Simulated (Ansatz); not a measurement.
# MgSi (P4/mmm) in Ansatz: notebook

The runs below take MgSi through band structure, with LDA, PBEsol.

All numbers are computed with Ansatz 0.2.0; they aren't measurements. Logs are shortened: lines on timing, memory, paths and dates and some standing lists are left out, and cuts for length are marked.

### Step 1. The crystal as given

It takes space group P4/mmm (No. 123, tetragonal). The conventional cell has a = 2.908 Å, b = 2.908 Å, c = 4.103 Å, α = 90.00°, β = 90.00°, γ = 90.00°. Si (site symmetry 4/mmm) has 8 Mg at 2.90 Å and 4 Si at 2.91 Å as nearest neighbours. Around Mg (site symmetry 4/mmm) lie 8 Si at 2.90 Å and 4 Mg at 2.91 Å.

The cell comes from a database or a generator and needn't be the stable form of this composition.

### Step 2. Band structure, LDA

Input file input.yaml:

```yaml
crystal:
  lattice:
    - [2.908394, 0.0, 0.0]
    - [0.0, 2.908394, 0.0]
    - [0.0, 0.0, 4.103427]
  atoms:
    - { symbol: Si, position: [0.5, 0.5, 0.5] }
    - { symbol: Mg, position: [0.0, 0.0, 0.0] }
hamiltonian:
  xc: lda
  pseudopotentials: { kind: paw }
kpoints:
  mp_grid: { grid: [5, 5, 4] }
  band_path:
    path:
      - [[0.0, 0.0, 0.0], [0.0, 0.5, 0.0], [0.5, 0.5, 0.0], [0.0, 0.0, 0.0], [0.0, 0.0, 0.5], [0.0, 0.5, 0.5], [0.5, 0.5, 0.5], [0.0, 0.0, 0.5]]
      - [[0.0, 0.5, 0.0], [0.0, 0.5, 0.5]]
      - [[0.5, 0.5, 0.0], [0.5, 0.5, 0.5]]
    npoints: 14
scf:
  occupations: { method: fermi_dirac, width: 0.05 }
  n_extra_bands: 6
output:
  forces: true
  stress: true
  eigenvalues: true
  fatbands: true
  write_density: true
  write_potential: true
  elf: true
  volumetric_format: npy
```

Potentials or basis: Ansatz PAW.

Command:

```
ansatz run input.yaml --threads 2 --pin off --max-ram 5632MiB --backend cpu --events-out ev --progress --plain --runs-dir out
```

The program printed:

```text
Warning: RAYON_NUM_THREADS=2 ignored (pool sized by the plan → 2); use --threads N
scf.n_extra_bands = 6 over 7 filled bands (N_el = 14.0): the run solves 13 bands
Engine: ansatz 0.2.0, aarch64-unknown-linux-gnu
Pseudopotentials: kind: paw
Pseudopotential: Si, paw, valence charge 4, recommended cutoff 420 eV (normal), Si.paw.azcp
Pseudopotential: Mg, paw, valence charge 10, recommended cutoff 420 eV (normal), Mg.paw.azcp
Functional definition: SPW92
  exchange = slater_x
  correlation = pw_c
Crystal: 2 atoms, lattice volume = 34.710 Å³
Basis set: ecut = 420 eV, 673 PW (Γ)
Bands: 13, of which v1, the nominal top of the filled ones, is band 7 counted from 1 (6 counted from 0)
Symmetry: 16 space group operations
Space group: P4/mmm (ITA 123), of the structure as read, at distance tolerance 3.3e-5 Å
k-points: 18 of 100
Non-local potential: Si, projectors of the file, l = 0: 2, l = 1: 2, l = 2: 2
Non-local potential: Mg, projectors of the file, l = 0: 3, l = 1: 2, l = 2: 1
PAW form: soft (Blöchl's): semilocal exchange-correlation on the pseudo side does not see the compensation charge
PAW frozen core: Si, regenerated for the run's functional, and the local potential with it (the file was generated under x = pbe(κ = 0.804, μ = 0.2195149727645171), c = pbe(β = 0.06672455060314922))
PAW frozen core: Mg, regenerated for the run's functional, and the local potential with it (the file was generated under x = pbe(κ = 0.804, μ = 0.2195149727645171), c = pbe(β = 0.06672455060314922))
PAW one-centre angular grid: Si, 110 points (default); XC on 64 Gauss nodes
PAW one-centre angular grid: Mg, 110 points (default); XC on 64 Gauss nodes
Initial density: superposition of atomic densities (neutral atoms: chi_scale 0, normalization atom), corrected by the library's trained network
Initial wavefunctions: pseudopotential atomic-orbital guess
Functional: x = slater, c = lda
SCF iter   1: F=—  HF=-2509.994330 eV  |F-HF|=—  |Δ(HF+E_count)|=         —  Δρ=6.03e-3  dr2=1.14e-2  ethr=1.77e-3  ⟨swp⟩=5.7  Hψ=1423  notcnv=0  defer=2
preconditioner: auto → none  [insulator: Δε(μ)=0.124 eV  Ē_g=10.684 eV  σ=0.050 eV  W_gap=0.55  n_scr=6 (ndim 8)  ℏωp=15.4 eV  f_vac=0.000  D(μ)=1.96/eV (n_scr^D=20)  ε∞_Penn≈3.1]
SCF iter   2: F=—  HF=-2509.988439 eV  |F-HF|=—  |Δ(HF+E_count)|=   5.89e-3  Δρ=2.37e-3  dr2=1.17e-3  ethr=8.11e-5  ⟨swp⟩=2.6  Hψ=477  notcnv=0  defer=21
SCF iter   3: F=—  HF=-2509.987943 eV  |F-HF|=—  |Δ(HF+E_count)|=   4.96e-4  Δρ=6.63e-4  dr2=3.17e-4  ethr=8.35e-6  ⟨swp⟩=2.1  Hψ=322  notcnv=0  defer=21
SCF iter   4: F=—  HF=-2509.987857 eV  |F-HF|=—  |Δ(HF+E_count)|=   8.67e-5  Δρ=1.88e-4  dr2=1.07e-5  ethr=2.27e-6  ⟨swp⟩=1.7  Hψ=231  notcnv=0  defer=21
SCF iter   5: F=—  HF=-2509.987854 eV  |F-HF|=—  |Δ(HF+E_count)|=   3.08e-6  Δρ=2.97e-5  dr2=1.55e-7  ethr=7.67e-8  ⟨swp⟩=2.2  Hψ=281  notcnv=0  defer=21
SCF iter   6: F=-2509.987854 eV  HF=-2509.987854 eV  |F-HF|=2.79e-9  |Δ(HF+E_count)|=   3.21e-8  Δρ=6.83e-6  dr2=8.32e-9  ethr=7.14e-10  ⟨swp⟩=10.8  Hψ=1348  notcnv=0
SCF 1 converged in 6 iterations: F = -2509.987854 eV  dr2 = 8.32e-9
NSCF: frozen V_eff on 129 k-points
SCF converged after 6 iterations
Free energy (F): -2509.987854 eV
Harris-Foulkes:  -2509.987854 eV  (|F-HF|=2.79e-9)
Internal energy: -2509.973155 eV  (E = F + TS)
E sigma→0 (E₀):  -2509.980504 eV
Entropy (-TS):   -0.014699 eV (-7.350 meV/atom)
Fermi energy:    8.187867 eV
--- Per-component energies (eV) ---
  E_band       = -321.477046
  E_kinetic    = 116.038942
  E_local      = -1655.764323  (includes V_loc(G=0)·N_el)
  E_nonlocal   = 123.033821
  E_hartree    = 605.565045
  E_xc         = -83.909357
  E_vxc        = -84.937323  (∫ρ·V_xc dr)
  E_paw        = -756.803249  (= ΣΔE_a)
  E_vpaw       = -30.978186  (= ΣTr[D̂ρ^β])
  E_aug_tail   = 0.000002  (compensation charges beyond the density's cutoff)
  E_ewald      = -858.368845
  E_core_change = 0.234810  (= ΣΔE_core)
  E_smearing   = -0.014699  (= −TS)
  E_closure    = -0.000000  (closes the sum)
  Σ components = -2509.987854   (vs F -2509.987854, Δ=0.00e0)
--- Forces (eV/Å), atoms counted from 1 ---
  atom   1  Si     0.00000000     0.00000000     0.00000000
  atom   2  Mg    -0.00000000     0.00000000     0.00000000
  max |Σ_I F_I| component: 4.31e-32 eV/Å
--- Stress (GPa, compression-positive) ---
       -3.854003       0.000000       0.000000
        0.000000      -3.854003       0.000000
        0.000000       0.000000      -0.921102
  P = ⅓ Tr σ = -2.8764 GPa (-28.764 kbar)
--- Band table (eV; the first three rows and the last of 18) ---
  k-point 0: bands = ["-67.3137", "-34.7321", "-34.7253", "-34.7253", "-3.0706", "5.3718", "7.1655", "12.4471", "12.4471", "13.6144", "16.4079", "20.5870", "20.5870"]
  k-point 1: bands = ["-67.3136", "-34.7327", "-34.7253", "-34.7253", "-2.6663", "2.6987", "10.8989", "12.6605", "12.6605", "14.0888", "16.8063", "18.6081", "18.6081"]
  k-point 2: bands = ["-67.3136", "-34.7332", "-34.7252", "-34.7252", "-2.0599", "1.0944", "12.9212", "12.9212", "14.9538", "15.6713", "16.6593", "16.8844", "17.5037"]
  k-point 17: bands = ["-67.3067", "-34.7642", "-34.7639", "-34.7241", "2.8911", "6.0920", "6.1794", "6.9496", "9.7001", "10.2071", "11.1198", "14.7582", "20.4670"]
```

bands.tsv:

```text
# k_distance	band_0	band_1	band_2	band_3	band_4	band_5	band_6	band_7	band_8	band_9	band_10	band_11	band_12
# fermi_ev = 8.187867
# lock_threshold_ev = 1e-12
# [0, 0, 0] at k_distance = 0.000000
# [0, 0.5, 0] at k_distance = 1.080181
[... 141 lines left out ...]
9.454002	-75.493867	-42.955865	-42.955865	-42.910913	-3.737140	-2.517980	-2.517980	-0.034665	1.055777	1.711062	1.711062	5.512731	11.351131
9.508688	-75.493866	-42.955858	-42.955858	-42.910973	-3.638174	-2.443120	-2.443120	-0.257959	1.149718	1.496484	1.496484	5.289776	11.991747
9.563374	-75.493865	-42.955853	-42.955853	-42.911019	-3.556554	-2.382904	-2.382904	-0.429147	1.225626	1.336410	1.336410	5.120966	12.598783
9.618060	-75.493864	-42.955850	-42.955850	-42.911047	-3.502087	-2.343581	-2.343581	-0.537637	1.237152	1.237152	1.275395	5.015176	13.099352
9.672745	-75.493862	-42.955849	-42.955849	-42.911057	-3.482848	-2.329821	-2.329821	-0.574844	1.203479	1.203479	1.292791	4.979153	13.317087
```

It took 1.1 s on 2 threads of Arm Neoverse V2, shared host; peak memory 0.27 GiB.

Results:

- Free energy: -2509.9879 eV
- Pressure: -2.9 GPa
- Band gap on the k mesh: none (metal or under the smearing width)

Levels at the corners of the path, in eV from the Fermi level:
| point | band 4 | band 5 | band 6 | band 7 | band 8 | band 9 | band 10 | band 11 |
| --- | --- | --- | --- | --- | --- | --- | --- | --- |
| Γ | -42.91 | -11.26 | -2.82 | -1.02 | 4.26 | 4.26 | 5.43 | 8.22 |
| X | -42.91 | -7.91 | -5.89 | -0.12 | 2.47 | 2.86 | 4.00 | 6.41 |
| M | -42.91 | -4.44 | -3.09 | -3.09 | 0.35 | 2.72 | 5.56 | 5.56 |
| Γ | -42.91 | -11.26 | -2.82 | -1.02 | 4.26 | 4.26 | 5.43 | 8.22 |
| Z | -42.91 | -10.25 | -7.09 | 4.73 | 4.73 | 6.77 | 7.48 | 8.47 |
| R | -42.91 | -7.07 | -4.91 | -3.75 | -1.63 | 6.96 | 9.71 | 10.39 |
| A | -42.91 | -3.48 | -2.33 | -2.33 | -0.57 | 1.20 | 1.20 | 1.29 |
| Z | -42.91 | -10.25 | -7.09 | 4.73 | 4.73 | 6.77 | 7.48 | 8.47 |
| X | -42.91 | -7.91 | -5.89 | -0.12 | 2.47 | 2.86 | 4.00 | 6.41 |
| R | -42.91 | -7.07 | -4.91 | -3.75 | -1.63 | 6.96 | 9.71 | 10.39 |
| M | -42.91 | -4.44 | -3.09 | -3.09 | 0.35 | 2.72 | 5.56 | 5.56 |
| A | -42.91 | -3.48 | -2.33 | -2.33 | -0.57 | 1.20 | 1.20 | 1.29 |

Caveat: the k mesh is coarse (spacing up to 0.43 Å⁻¹), so the values aren't converged; the PAW data sets come from PBE, with cores solved anew for the run's functional, which leaves a small shift of forces and pressure.

### Step 3. Band structure, PBEsol

Edit input.yaml of step 2 so:

```diff
@@ -9,3 +9,3 @@
 hamiltonian:
-  xc: lda
+  xc: pbesol
   pseudopotentials: { kind: paw }
@@ -26,6 +26,2 @@
   eigenvalues: true
-  fatbands: true
-  write_density: true
-  write_potential: true
-  elf: true
-  volumetric_format: npy
+  fatbands: false
```

Potentials or basis: Ansatz PAW.

Command:

```
ansatz run input.yaml --threads 2 --pin off --max-ram 5632MiB --backend cpu --events-out ev --progress --plain --runs-dir out
```

It took 0.92 s on 2 threads of Arm Neoverse V2, shared host; peak memory 0.26 GiB.

It converged, with:

```
Free energy            : -2533.2884 eV
Pressure               : -1.1 GPa
Band gap on the k mesh : none (metal or under the smearing width)
```

Stress tensor (GPa, compression positive):
```
-2.19  0.00  0.00
 0.00 -2.19  0.00
 0.00  0.00  1.16
```

Levels at the corners of the path, in eV from the Fermi level:
```tsv
point	band 5	band 6	band 7	band 8	band 9	band 10
Γ	-11.28	-2.84	-1.00	4.31	4.31	5.39
X	-7.91	-5.92	-0.12	2.49	2.86	4.09
M	-4.40	-3.11	-3.11	0.33	2.74	5.54
Γ	-11.28	-2.84	-1.00	4.31	4.31	5.39
Z	-10.27	-7.11	4.79	4.79	6.71	7.58
R	-7.05	-4.95	-3.79	-1.59	7.06	9.84
A	-3.41	-2.35	-2.35	-0.60	1.20	1.20
Z	-10.27	-7.11	4.79	4.79	6.71	7.58
X	-7.91	-5.92	-0.12	2.49	2.86	4.09
R	-7.05	-4.95	-3.79	-1.59	7.06	9.84
M	-4.40	-3.11	-3.11	0.33	2.74	5.54
A	-3.41	-2.35	-2.35	-0.60	1.20	1.20
```

Caveat: the k mesh is coarse (spacing up to 0.43 Å⁻¹), so the values aren't converged; the PAW data sets come from PBE, with cores solved anew for the run's functional, which leaves a small shift of forces and pressure.
